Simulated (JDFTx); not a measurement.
**Si under changes of volume**

One of the cells (20.165 Å³/atom); the others are scaled copies at fixed shape and fractional positions:

```
Si
1.0
     0.00000    2.72185    2.72185
     2.72185    0.00000    2.72185
     2.72185    2.72185    0.00000
Si
2
Cartesian
  2.7219 2.7219 2.7219
  4.0828 4.0828 4.0828
```

* Program: JDFTx 1.7.0 (patched build)
* Functional: r2SCAN
* Potentials or basis: SG15-PBE-1.2
* Cutoff: 1088 eV
* Density cutoff: 8708 eV
* k mesh: 8 × 8 × 8
* Occupations: fermi-dirac, width 0.05 eV
* Spin: no spin polarisation

```csv
volume (Å³/atom),energy over the lowest point (meV/atom),pressure (GPa),gap on the mesh (eV)
18.955,30.06,7.5,0.66
19.358,14.30,5.0,0.69
19.761,4.48,2.8,0.73
20.165,0.00,0.8,0.76
20.568,0.35,-1.0,0.79
20.971,?,?,?
21.375,13.68,-4.2,0.84
```

Task: What does the run at 20.971 Å³/atom give?

Result: Energy over the lowest point 5.05 meV/atom; pressure -2.7 GPa; gap on the mesh 0.81 eV.

Worked out: A Birch-Murnaghan fit of order 3 (a polynomial in V^(-2/3)) to the other rows has its minimum at 20.33 Å³/atom with B0 = V·E''(V) = 92 GPa and B' = 4.2. It gives 5.05 meV/atom at 20.971 Å³/atom, against the run's 5.05, and -dE/dV = -2.7 GPa, against -2.7. A straight line through the other rows of the gap, of slope 1.52 eV per unit of ln V, gives 0.82 eV, against the run's 0.81.

Energies are extrapolated to zero smearing.

Caveats: the potentials were made for another functional, which shifts forces and pressure.

A mesh can miss the band edges.
